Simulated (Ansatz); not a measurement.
**Stress against strain in ZrO2**

```yaml
crystal:
  lattice:
    - [3.59610, 0.00000, 0.00000]
    - [0.00000, 3.59610, 0.00000]
    - [0.00000, 0.00000, 5.17700]
  atoms:
    - { symbol: Zr, position: [0.00000, 0.00000, 0.00000] }
    - { symbol: Zr, position: [0.50000, 0.50000, 0.50000] }
    - { symbol: O, position: [0.00000, 0.50000, 0.20300] }
    - { symbol: O, position: [0.00000, 0.50000, 0.70300] }
    - { symbol: O, position: [0.50000, 0.00000, 0.29700] }
    - { symbol: O, position: [0.50000, 0.00000, 0.79700] }
```

Atoms are numbered in the order listed.

The cell comes from COD entry 2300612, which wasn't checked; take it as a given geometry.

Theory: DFT, PBE, all-electron LAPW, scalar-relativistic (Ansatz 0.2.0).

Settings: a Γ-centred 6×6×4 k mesh, Fermi–Dirac smearing of 0.01 eV, basis error target 0.5 meV/atom, no spin polarisation.

The strain is applied along the Cartesian axes of the cell as listed (the other components stay zero). Fractional coordinates are held (clamped ions).

σ is the change of stress from the unstrained cell, which is at 5.24 GPa; tension is positive, so slopes are stress–strain coefficients at that pressure.

Only quantities that a quadratic follows smoothly over the whole series are listed; rougher ones are left out.

```
    εzz  σzz (GPa)  σxx (GPa)
-0.0300     -14.58      -4.16
-0.0200      -9.47      -2.69
 0.0000       0.00       0.00
 0.0100       4.40       1.23
 0.0200       8.59       2.39
 0.0300      12.58       3.48
```

(1) Fit the series and read off the stiffness at zero strain.

(2) One run, at εzz = -0.0100, is withheld. Predict its row.

Results:

(1) Least-squares fits y = p0 + p1 x + p2 x² to the rows give σzz (GPa): p1 = 452, p2 = -1100; σxx (GPa): p1 = 127, p2 = -380. So C33 = 452 GPa and C13 = 127 GPa, for these axes.

(2) The fits give -4.64, -1.31; the run gave -4.62, -1.31.
